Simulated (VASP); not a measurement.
Runs of VASP 6.6.1 on Br. It takes space group Cmce (No. 64, orthorhombic). Conventional cell: a = 8.432 Å, b = 4.262 Å, c = 8.708 Å, α = 90.00°, β = 90.00°, γ = 90.00°. Br (site symmetry m) is surrounded by 1 Br at 2.39 Å. 

| level | potentials or basis | gap on the mesh (eV) | pressure (GPa) | relaxed volume (Å³/atom) |
| --- | --- | --- | --- | --- |
| PBE | VASP PAW PBE potentials, release 64 (Br) | 1.36 | 0.0 | (a) |
| PBEsol | VASP PAW PBE potentials, release 64 (Br) | 1.21 | 0.0 | 30.92 |
| LDA | VASP PAW LDA potentials, release 64 (Br) | 1.06 | 0.0 | 27.52 |
| PBE+D3(BJ) | VASP PAW PBE potentials, release 64 (Br) | 1.33 | 0.0 | (b) |
| r2SCAN | VASP PAW PBE potentials, release 64 (Br) | 1.66 | 0.0 | 32.99 |

Alike in all rows: task relaxation of cell and atoms; no spin polarisation; cell relaxed; k mesh 8 × 8 × 4; cutoff (eV) 600; smearing gaussian 0.03 eV.

Problem. Fill in the values left out.

Solution. (a) 40.32; (b) 31.09.

Caveats: the PAW data sets were made with another functional, which shifts forces and pressure a little (some runs); the volume moved by over 15 % at a fixed basis, so the end points are rough (some runs); the volume moved by -19 % from the deposited cell, more than functionals usually miss (some runs).

A k mesh can miss the band edges, and the runs leave out spin-orbit coupling on Br.
